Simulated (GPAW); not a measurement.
The system is Al2Au.

```xyz
3
Lattice="0.0000 3.0000 3.0000 3.0000 0.0000 3.0000 3.0000 3.0000 0.0000" Properties=species:S:1:pos:R:3 pbc="T T T"
Au    0.0000    0.0000    0.0000
Al    4.5000    4.5000    4.5000
Al    1.5000    1.5000    1.5000
```

Base run:

```yaml
Program: GPAW 26.7.0
Functional: SCAN
Potentials_or_basis: GPAW PAW data sets (gpaw-data 1.2.1)
Cutoff: 600 eV
Basis: pw
k_mesh: 8 × 8 × 8
Occupations: fermi-dirac, width 0.05 eV
Spin: no spin polarisation
```

Its results: pressure -1.3 GPa.

Problem. The run is repeated on the same cell with these changes: functional from SCAN to PW91; potentials or basis from GPAW PAW data sets (gpaw-data 1.2.1) to PAW data sets generated in the run's folder for this functional. What comes out?

Solution. Pressure 3.5 GPa.

Caveats: with this Au data set, volumes or pressures lay over 1.5 % or 2 GPa off other programs in two to four cells of ten; the PAW data sets were made with another functional, which shifts forces and pressure a little (some runs).
